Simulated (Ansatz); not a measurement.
Stackings of close-packed layers of BaS (capitals for Ba, lower case for the other element), each relaxed to a stress under 0.05 GPa; energies count from the stacking AcBaCb (Fm-3m).

These are results of DFT PBE, scalar-relativistic, plane waves, PAW in Ansatz, not measurements.

Plane waves to 420 eV, a k mesh through Γ of 9×9×2 on the computed 16-atom cell and Gaussian smearing (0.02 eV); no spin polarisation.

Start (AcBcAcBaCaBcAcBc):

```
CELL_PARAMETERS angstrom
4.54600 0.00000 0.00000
-2.27300 3.93695 0.00000
0.00000 0.00000 29.69435
ATOMIC_POSITIONS crystal
Ba 0.00000 0.00000 0.00000
S 0.66667 0.33333 0.06250
Ba 0.33333 0.66667 0.12500
S 0.66667 0.33333 0.18750
Ba 0.00000 0.00000 0.25000
S 0.66667 0.33333 0.31250
Ba 0.33333 0.66667 0.37500
S 0.00000 0.00000 0.43750
Ba 0.66667 0.33333 0.50000
S 0.00000 0.00000 0.56250
Ba 0.33333 0.66667 0.62500
S 0.66667 0.33333 0.68750
Ba 0.00000 0.00000 0.75000
S 0.66667 0.33333 0.81250
Ba 0.33333 0.66667 0.87500
S 0.66667 0.33333 0.93750
```

Give the relaxed structure and its energy.

The free energy falls by 14 meV/atom.

```
excess energy (meV/atom)   : 46.8
spacing of like layers (Å) : 3.841
a (Å)                      : 4.444
gap on the mesh (eV)       : 2.05
```

Relaxed structure:
```
CELL_PARAMETERS angstrom
4.44387 0.00000 0.00000
-2.22193 3.84850 0.00000
0.00000 0.00000 30.72921
ATOMIC_POSITIONS crystal
Ba 0.00000 0.00000 0.00000
S 0.66667 0.33333 0.06286
Ba 0.33333 0.66667 0.12575
S 0.66667 0.33333 0.18859
Ba 0.00000 0.00000 0.25135
S 0.66667 0.33333 0.31420
Ba 0.33333 0.66667 0.37575
S 0.00000 0.00000 0.43724
Ba 0.66667 0.33333 0.50000
S 0.00000 0.00000 0.56276
Ba 0.33333 0.66667 0.62425
S 0.66667 0.33333 0.68580
Ba 0.00000 0.00000 0.74865
S 0.66667 0.33333 0.81141
Ba 0.33333 0.66667 0.87425
S 0.66667 0.33333 0.93714
```

Spin-orbit coupling is left out, which matters for the bands of heavy elements. An odd mesh misses points on the zone edge, so a gap read on it can be too wide.

Time: 9.5 min on 1 thread of Arm Neoverse V2 (shared host), peak memory 1.1 GiB.